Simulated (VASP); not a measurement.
# SnSe (Fm-3m) in VASP: single point with PBE0

Aim: the single point of SnSe with PBE0.

Everything below comes from runs of VASP 6.6.1. Logs are shortened: lines on timing, memory, paths and dates and some standing lists are left out, and cuts for length are marked.

## Step 1: The crystal as given

The structure is cubic, space group Fm-3m (No. 225). The conventional cell has a = 5.952 Å, b = 5.952 Å, c = 5.952 Å, α = 90.00°, β = 90.00°, γ = 90.00°. Sn (site symmetry m-3m) has 6 Se at 2.98 Å as nearest neighbours. Around Se (site symmetry m-3m) lie 6 Sn at 2.98 Å.

Measurements of this composition are mostly on another form, of space group No. 62.

## Step 2: Single point, PBE0

Input file POSCAR:

```
SnSe
1.0
    0.0000000000      2.9758100000      2.9758100000
    2.9758100000      0.0000000000      2.9758100000
    2.9758100000      2.9758100000      0.0000000000
Sn Se
1 1
Direct
    0.0000000000      0.0000000000      0.0000000000
    0.5000000000      0.5000000000      0.5000000000
```

Input file INCAR.step1:

```
PREC     = Accurate       # precision mode
ENCUT    = 520            # plane-wave cutoff, eV
EDIFF    = 1E-5           # SCF threshold, eV
ISMEAR   = 0              # smearing method
SIGMA    = 0.02           # smearing width, eV
LREAL    = F              # projectors in reciprocal space
LASPH    = T              # aspherical terms in the spheres
NELM     = 60             # most SCF steps
ALGO     = Normal         # electronic algorithm
ISIF     = 2              # what is computed and relaxed
LWAVE    = T              # write WAVECAR
LCHARG   = F              # write CHGCAR
GGA      = PE             # functional
```

Input file INCAR.step2:

```
PREC     = Accurate       # precision mode
ENCUT    = 520            # plane-wave cutoff, eV
EDIFF    = 1E-6           # SCF threshold, eV
ISMEAR   = 0              # smearing method
SIGMA    = 0.02           # smearing width, eV
LREAL    = F              # projectors in reciprocal space
LASPH    = T              # aspherical terms in the spheres
NELM     = 60             # most SCF steps
ALGO     = Normal         # electronic algorithm
ISIF     = 2              # what is computed and relaxed
LWAVE    = F              # write WAVECAR
LCHARG   = F              # write CHGCAR
GGA      = PE             # functional
LHFCALC  = T              # exact exchange
AEXX     = 0.25           # exact-exchange fraction
PRECFOCK = Fast         
HFRCUT   = -1           
ISTART   = 1
```

Input file KPOINTS:

```
regular mesh
0
Gamma
  6 6 6
```

Potentials or basis: VASP PAW PBE potentials, release 64 (Sn_d, Se).

Run with:

```sh
> cat potpaw_PBE.64/Sn_d/POTCAR potpaw_PBE.64/Se/POTCAR > POTCAR
> cp INCAR.step1 INCAR
> mpirun -np 1 vasp_std > vasp.out
> cp INCAR.step2 INCAR
> mpirun -np 1 vasp_std > vasp.out
```

OUTCAR:

```text
PREC = Accurate
   ENCUT = 520
   EDIFF = 1E-6
   ISMEAR = 0
   LREAL = F
   LASPH = T
   NELM = 60
   ISIF = 2
   GGA = PE
   LHFCALC = T
   AEXX = 0.25
   PRECFOCK = Fast
   ISTART = 1

 ion  position               nearest neighbor table
   1  0.000  0.000  0.000-   2 2.98   2 2.98   2 2.98   2 2.98   2 2.98   2 2.98
   2  0.500  0.500  0.500-   1 2.98   1 2.98   1 2.98   1 2.98   1 2.98   1 2.98

  LATTYP: Found a face centered cubic cell.
 ALAT       =     5.9516200000

  Lattice vectors:

 A1 = (   0.0000000000,   2.9758100000,   2.9758100000)
 A2 = (   2.9758100000,   0.0000000000,   2.9758100000)
 A3 = (   2.9758100000,   2.9758100000,   0.0000000000)

Analysis of symmetry for initial positions (statically):
=====================================================================
 Subroutine PRICEL returns:
 Original cell was already a primitive cell.

 Routine SETGRP: Setting up the symmetry group for a
 face centered cubic supercell.

 Subroutine GETGRP returns: Found 48 space group operations
 (whereof 48 operations were pure point group operations)
 out of a pool of 48 trial point group operations.

The static configuration has the point symmetry O_h .

Analysis of symmetry for dynamics (positions and initial velocities):
=====================================================================
 Subroutine PRICEL returns:
 Original cell was already a primitive cell.

 Routine SETGRP: Setting up the symmetry group for a
 face centered cubic supercell.

 Subroutine GETGRP returns: Found 48 space group operations
 (whereof 48 operations were pure point group operations)
 out of a pool of 48 trial point group operations.

The dynamic configuration has the point symmetry O_h .

 Subroutine INISYM returns: Found 48 space group operations
 (whereof 48 operations are pure point group operations),
 and found     1 'primitive' translations

----------------------------------------------------------------------------------------

                                     Primitive cell

  volume of cell :      52.7042

  direct lattice vectors                    reciprocal lattice vectors
     0.000000000  2.975810000  2.975810000    -0.168021480  0.168021480  0.168021480
     2.975810000  0.000000000  2.975810000     0.168021480 -0.168021480  0.168021480
[... 91 lines left out ...]
   ISMEAR =     0;   SIGMA  =   0.02  broadening in eV -4-tet -1-fermi 0-gaus
   EFERMI_NEDOS =   21; number of points for ismear=-14 and -15
   IALGO  =     38    algorithm
   IMIX   =      1    mixing-type and parameters
     AMIX     =   0.40;   BMIX     =  1.00
     AMIX_MAG =   1.60;   BMIX_MAG =  1.00
  volume/ion in A,a.u.               =      26.35       177.83
  Fermi-wavevector in a.u.,A,eV,Ry     =   1.185231  2.239762 19.113087  1.404772
  Thomas-Fermi vector in A             =   2.321429
   LORBIT       =      0    0 simple, 1 ext, 2 COOP (PROOUT), +10 PAW based schemes
   GGA     = PE    functional components
   LHFCALC =     T    Hartree Fock is set to
   PRECFOCK=fast      Normal, Fast or Accurate (Low or Medium for compatibility)
   ENCUT4O =  -1.0   cutoff for four orbital integrals eV
   NKREDX  =     1    reduce k-point grid by
   NKREDY  =     1    reduce k-point grid by
   NKREDZ  =     1    reduce k-point grid by
   AEXX    =    0.2500 exact exchange contribution
   HFSCREEN=    0.0000 screening length (either q_TF or 0.3 A-1)
   HFSCREENC=   0.0000 screening length for correlation (either q_TF or 0.3 A-1)
   ENCUTFOCK=  -1.0 apply spherical cutoff to Coloumb kernel
   IVDW    =     0    specifies the selected vdW correction
   LEPSILON=     F    determine dielectric tensor
   LRPA    =     F    only Hartree local field effects (RPA)
 non-spin polarized calculation
 Gauss-broadening in eV      SIGMA  =   0.02
  energy-cutoff  :      520.00
  volume of cell :       52.70
 maximum number of plane-waves:      1435
  NGX = 18; NGY = 18; NGZ = 18

 number of electron      20.0000007 magnetization

 Free energy of the ion-electron system (eV)
  ---------------------------------------------------
  ext. energy  EPLUGINS =         0.00000000
  ---------------------------------------------------
  free energy    TOTEN  =       -10.73210568 eV

  energy without entropy =      -10.73210568  energy(sigma->0) =      -10.73210568

 E-fermi :   6.0314     XC(G=0):  -7.7264

 val. band max:        5.9173831263   @ k =   0.5000   0.0000   0.0000
 cond. band min:       6.7560566561   @ k =   0.5000   0.0000   0.0000
 fundamental gap:      0.8386735299
 Fermi energy:         6.0314447509

 k-point     1 :       0.0000    0.0000    0.0000
  band No.  band energies     occupation
      1     -18.5259      2.00000
      2     -18.5259      2.00000
      3     -18.5182      2.00000
      4     -18.5182      2.00000
      5     -18.5182      2.00000
      6     -10.3279      2.00000
      7       0.0811      2.00000
      8       2.7205      2.00000
      9       2.7205      2.00000
     10       2.7205      2.00000
     11      11.3215      0.00000
     12      11.3215      0.00000
     13      11.3215      0.00000
     14      12.5196      0.00000
[... 241 lines left out ...]
      1     -18.5555      2.00000
      2     -18.5234      2.00000
      3     -18.5191      2.00000
      4     -18.5049      2.00000
      5     -18.4979      2.00000
      6      -8.8056      2.00000
      7      -2.2009      2.00000
      8      -0.6980      2.00000
      9       0.3438      2.00000
     10       3.3965      2.00000
     11       9.3285      0.00000
     12      10.5996      0.00000
     13      12.4529      0.00000
     14      13.2617      0.00000

------------------------ aborting loop because EDIFF is reached ----------------------------------------

  FORCE on cell =-STRESS in cart. coord.  units (eV):
  Direction    XX          YY          ZZ          XY          YZ          ZX
  --------------------------------------------------------------------------------------
  -------------------------------------------------------------------------------------
  Total        0.4352884      0.4352884      0.4352884     -0.0000000     -0.0000000      0.0000000
  in kB       13.2325055     13.2325055     13.2325055     -0.0000000     -0.0000000      0.0000000
  external PRESSURE =      13.2325055 kB  Pullay stress =       0.0000000 kB

 VOLUME and BASIS-vectors are now :
 -----------------------------------------------------------------------------
  energy-cutoff  :      520.00
  volume of cell :       52.70
      direct lattice vectors                 reciprocal lattice vectors
     0.000000000  2.975810000  2.975810000    -0.168021480  0.168021480  0.168021480
     2.975810000  0.000000000  2.975810000     0.168021480 -0.168021480  0.168021480
     2.975810000  2.975810000  0.000000000     0.168021480  0.168021480 -0.168021480

 POSITION                                       TOTAL-FORCE (eV/Angst)
 -----------------------------------------------------------------------------------
      0.00000      0.00000      0.00000        -0.000000     -0.000000     -0.000000
      2.97581      2.97581      2.97581         0.000000      0.000000      0.000000
 -----------------------------------------------------------------------------------
    total drift:                                0.000000     -0.000000     -0.000000

  FREE ENERGIE OF THE ION-ELECTRON SYSTEM (eV)
  ---------------------------------------------------
  free  energy   TOTEN  =       -10.7321056794 eV

  energy  without entropy=      -10.7321056794  energy(sigma->0) =      -10.73210568
```

Wall time 29 min (1 thread of Intel Xeon Platinum 8259CL at 2.50GHz (Skylake/Cascade Lake), shared host); peak memory 0.2 GiB.

What came out:

```
Free energy            : -10.7321 eV
Pressure               : 1.3 GPa
Band gap on the k mesh : 0.84 eV, direct
```

Caveat: the PAW data sets were made with another functional, which shifts forces and pressure a little; spin-orbit coupling is left out, which moves the levels of the heavy elements. A k mesh can miss the band edges.
